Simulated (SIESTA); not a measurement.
**NaH under changes of volume**

One of the cells (14.527 Å³/atom); the others are scaled copies at fixed shape and fractional positions:

```
Na H
1.0
     0.00000    2.44000    2.44000
     2.44000    0.00000    2.44000
     2.44000    2.44000    0.00000
Na H
1 1
Cartesian
  0.0000 0.0000 0.0000
  2.4400 2.4400 2.4400
```

| Quantity | Value |
| --- | --- |
| Program | SIESTA 5.4.2 |
| Functional | PBEsol |
| Potentials or basis | PseudoDojo 0.4 standard (PBEsol files) |
| Basis | DZP (energy shift 0.003 Ry; two zetas on semicore shells) |
| Grid cutoff | 800 Ry |
| Energy shift | 0.003 Ry |
| k mesh | 9 × 9 × 9 |
| Occupations | fermi-dirac, width 0.05 eV |
| Spin | no spin polarisation |

```csv
volume (Å³/atom),energy over the lowest point (meV/atom),pressure (GPa),gap on the mesh (eV)
13.655,0.33,0.4,3.98
13.946,0.00,-0.1,3.95
14.236,?,?,?
14.527,1.84,-0.9,3.90
14.817,4.00,-1.3,3.88
15.108,6.70,-1.7,3.87
15.398,9.99,-2.0,3.85
```

What does the run at 14.236 Å³/atom give?

Energy over the lowest point 0.54 meV/atom; pressure -0.5 GPa; gap on the mesh 3.92 eV.

Worked out: A Birch-Murnaghan fit of order 3 (a polynomial in V^(-2/3)) to the other rows has its minimum at 13.91 Å³/atom with B0 = V·E''(V) = 24 GPa and B' = 4.6. It gives 0.52 meV/atom at 14.236 Å³/atom, against the run's 0.54, and -dE/dV = -0.5 GPa, against -0.5. A straight line through the other rows of the gap, of slope -1.07 eV per unit of ln V, gives 3.93 eV, against the run's 3.92.

Energies are extrapolated to zero smearing.

Caveats: an odd mesh through Γ misses points on the zone boundary, where band edges often lie; the basis of atomic orbitals isn't converged, which shifts pressures, moduli and gaps.
